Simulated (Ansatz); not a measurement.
Runs of Ansatz 0.2.0 on La. The structure is hexagonal, space group P6_3/mmc (No. 194). The conventional cell has a = 3.750 Å, b = 3.750 Å, c = 6.070 Å, α = 90.00°, β = 90.00°, γ = 120.00°. Around La (site symmetry -6m2) lie 12 La at 3.73 to 3.75 Å. This isn't the form of La at room conditions, which is double hcp.

```tsv
task	level	U	cell	cutoff (eV)	gap on the mesh (eV)	pressure (GPa)	relaxed volume (Å³/atom)
relaxation of cell and atoms	RPBE	-	relaxed	-	-	0.0	39.93
density of states	PBEsol+U	La f U = 4 eV	as given	120	none	-0.1	-
density of states	PBEsol+U	La f U = 3 eV	as given	120	none	-0.4	-
density of states	PBEsol+U	La f U = 6 eV	as given	120	none	0.3	-
density of states	PBEsol	-	as given	120	none	-1.4	-
density of states	PBEsol+U	La f U = 5 eV	as given	120	none	(c)	-
density of states	PBEsol+U	La f U = 2 eV	as given	120	none	(a)	-
density of states	PBEsol+U	La f U = 8 eV	as given	120	none	0.6	-
relaxation of cell and atoms	RPBE+D3(BJ)	-	relaxed	-	-	0.0	18.37
relaxation of cell and atoms	RPBE+D4	-	relaxed	-	-	0.0	(b)
```

Alike in all rows: potentials or basis all-electron LAPW, scalar-relativistic; no spin polarisation; k mesh 8 × 8 × 5; smearing fermi-dirac 0.05 eV; basis error allowed 0.001 eV/atom.

Task: Estimate the missing entries.

Result: (a) -0.7; (b) 37.28; (c) 0.1.

Caveats: U is the effective U less J, on atomic orbitals that reach past the spheres (some runs); U without spin polarisation on a metal has little footing (some runs); the U is typed as a test and isn't derived for this compound (some runs); the volume moved by over 15 % at a fixed basis, so the end points are rough (some runs).

A k mesh can miss the band edges, and the runs leave out spin-orbit coupling on La.

A gap of «none» marks a metal or a gap under the smearing width.
